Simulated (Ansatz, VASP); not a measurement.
# Sb in VASP and in Ansatz

```
Sb
1.0
     4.52770    0.00000    0.00000
     0.00000    4.42110    0.00000
    -1.32052    0.00000    6.36435
Sb
4
Direct
  0.34003 0.24690 0.68907
  0.93857 0.74880 0.76055
  0.07669 0.25263 0.23496
  0.64862 0.75117 0.30966
```

Change from the starting cell: atoms moved at random, drawn with an rms of 0.05 Å.

Alike in both runs: task single point; functional PBE; k mesh 6 × 6 × 4; occupations fermi-dirac, width 0.05 eV; no spin polarisation.

|  | VASP | Ansatz |
| --- | --- | --- |
| version | VASP 6.6.1 | Ansatz 0.2.0 |
| potentials or method | VASP PAW PBE potentials, release 64 (Sb) | Ansatz PAW |
| plane-wave cutoff (eV) | 520 | 420 |
| valence electrons in the cell | 20 | 60 |

|  | VASP | Ansatz | Ansatz less VASP |
| --- | --- | --- | --- |
| gap on the k mesh at the Fermi level (eV) | none | none | - |
| pressure (GPa) | -0.5 | -0.5 | -0.01 |
| largest component of the traceless stress (GPa) | 0.05 | 0.04 | -0.017 |
| rms of the force components (eV/Å) | 0.112 | 0.121 | +0.0088 |

Atom by atom the forces differ by 0.016 eV/Å (rms over components). A gap of «none» marks a metal or a gap that the smearing closes. The two sets of potentials don't hold the same shells in valence.

Spin-orbit coupling is left out, which matters for the levels of Sb.
